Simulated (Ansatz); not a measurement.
**Which way does MgS + CaSe ⇌ MgSe + CaS run?**

Plane-wave DFT in Ansatz with scalar-relativistic PAW potentials, cutoff 420 eV, Γ-centred meshes chosen by cell and gap, Gaussian smearing with energies taken to zero width. Every cell was relaxed (cell and atoms) in a run of its own, within the symmetry of its start. Functional: PBEsol.

Total energies hold large constants for each element; a whole number of eV per atom of each element is taken off below, which cancels in a balanced reaction.

```tsv
compound	lowest structure computed	structures tried	V (Å³/atom)	gap on mesh (eV)	E (eV per formula unit, common shift removed)
MgS	Fm-3m	4	17.39	2.73	-2.9177
CaSe	Fm-3m	3	25.28	1.88	-4.0400
MgSe	Fm-3m	4	20.24	1.77	-2.7838
CaS	Fm-3m	3	22.34	2.16	-4.0539
```

Problem. Work out the reaction energy at 0 K.

Solution. ΔE = E(MgSe) + E(CaS) − E(MgS) − E(CaSe) = 0.120 eV, or 12 kJ per mole of reaction (30 meV/atom). The left side is lower: Mg takes S and Ca takes Se. The smaller cation ends with the smaller anion, the pairing that gives the greater sum of ionic lattice energies, which go as 1/(r₊ + r₋). All four are computed as solids; where they are solids at ordinary conditions entropy changes little. A lower structure that wasn't tried would shift the value, and mixed crystals may lie lower than either side.